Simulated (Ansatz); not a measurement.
The structure comes from a relaxation in the same program, started in the hcp type, and has space group P6_3/mmc. Whether it is a known phase or the ground state wasn't checked.

An input for P: DFT, PBE, all-electron LAPW, scalar-relativistic (Ansatz 0.2.0).

```yaml
crystal:
  lattice:
    - [2.7053825644, 0.0, 0.0]
    - [-1.3526912822, 2.3429300278, 0.0]
    - [0.0, 0.0, 4.5876880062]
  atoms:
    - { symbol: P, position: [0.3333333333, 0.6666666667, 0.25] }
    - { symbol: P, position: [0.6666666667, 0.3333333333, 0.75] }
kpoints:
  mp_grid: { grid: [15, 15, 8] }
  band_path:
    path:
      - [0.0, 0.0, 0.0]
      - [0.5, 0.0, 0.0]
      - [0.3333333333, 0.3333333333, 0.0]
      - [0.0, 0.0, 0.0]
      - [0.0, 0.0, 0.5]
      - [0.5, 0.0, 0.5]
      - [0.3333333333, 0.3333333333, 0.5]
      - [0.0, 0.0, 0.5]
      - [0.5, 0.0, 0.5]
    npoints: 8
scf:
  occupations: { method: fermi_dirac, width: 0.05 }
hamiltonian:
  xc: pbe
  pseudopotentials: { kind: all_electron, lapw: { basis_error: 0.001 } }
output:
  forces: true
  stress: true
  eigenvalues: true
  populations: true
  dos: { projected: true, de: 0.2, e_range: [-14, 8] }
```

Set-up and iterations as logged by Ansatz (the results part is left out, to be predicted):

```
P: projections on atomic orbitals take those of the free atom 1s2 2s2 2p6 3s2 3p3, of charge +0.00 (hamiltonian.pseudopotentials.projection_atoms)
LAPW: plane waves up to 6.303 Å⁻¹, error target 1.0e-3 eV per atom; small_component_spin mean_spin; P in spheres of 1.353 Å, 13 of its electrons in bands, Dirac shells []
Engine: ansatz 0.2.0
Pseudopotentials: kind: all_electron
Pseudopotential: P, LAPW, valence charge 13, Koelling and Harmon's equation, gaussian nucleus
Functional definition: PBE
  parameter kappa = 0.804
  parameter beta = 0.06672455060314922
  exchange = pbe_x(kappa = kappa, mu = beta*pi^2/3)
  correlation = pbe_c(beta = beta)
Crystal: 2 atoms, lattice volume = 29.079 Å³
Basis set: ecut = 151.3661075779639 eV, 135 PW (Γ), exchange–correlation at level 2
Bands: 17, of which v1, the nominal top of the filled ones, is band 13 counted from 1 (12 counted from 0)
Symmetry: 24 space group operations
Space group: P63/mmc (ITA 194), of the structure as read, at distance tolerance 3.1e-5 Å
k-points: 135 of 1800
Non-local potential: P, projectors of the file, none
Initial density: superposition of atomic densities (chi_scale 0.1, normalization cell)
Initial wavefunctions: plane waves of lowest kinetic energy (no species holds an atomic orbital)
Functional: x = pbe(κ = 0.804, μ = 0.2195149727645171), c = pbe(β = 0.06672455060314922)
iter 1 solved again at ethr=2.67e-5 eV; its pass at ethr=1.00e-1 eV (dr2=6.93e-3 eV) is discarded
SCF iter   1: F=—  HF=-18616.367841 eV  |F-HF|=—  |Δ(HF+E_count)|=         —  Δρ=7.07e-3  dr2=6.94e-3  ethr=2.67e-5  ⟨swp⟩=3.4  Hψ=17094  notcnv=0
SCF iter   2: F=—  HF=-18616.353399 eV  |F-HF|=—  |Δ(HF+E_count)|=   1.44e-2  Δρ=4.28e-3  dr2=3.07e-3  ethr=2.67e-5  ⟨swp⟩=2.0  Hψ=6788  notcnv=0
iter 3 solved again at ethr=6.89e-7 eV; its pass at ethr=1.18e-5 eV (dr2=1.79e-4 eV) is discarded
SCF iter   3: F=—  HF=-18616.352232 eV  |F-HF|=—  |Δ(HF+E_count)|=   1.17e-3  Δρ=9.96e-4  dr2=1.79e-4  ethr=6.89e-7  ⟨swp⟩=2.0  Hψ=11470  notcnv=0
SCF iter   4: F=—  HF=-18616.352331 eV  |F-HF|=—  |Δ(HF+E_count)|=   9.89e-5  Δρ=1.15e-4  dr2=2.33e-6  ethr=6.89e-7  ⟨swp⟩=2.1  Hψ=6780  notcnv=0
SCF iter   5: F=-18616.352334 eV  HF=-18616.352334 eV  |F-HF|=6.20e-9  |Δ(HF+E_count)|=   3.25e-6  Δρ=4.49e-6  dr2=3.75e-9  ethr=8.97e-9  ⟨swp⟩=3.0  Hψ=7157  notcnv=0
```

(1) What pressure will this run report?

(2) Is there a band gap?

Results:

(1) 0.05 GPa (positive in compression).

(2) none: bands cross the Fermi level, a metal.
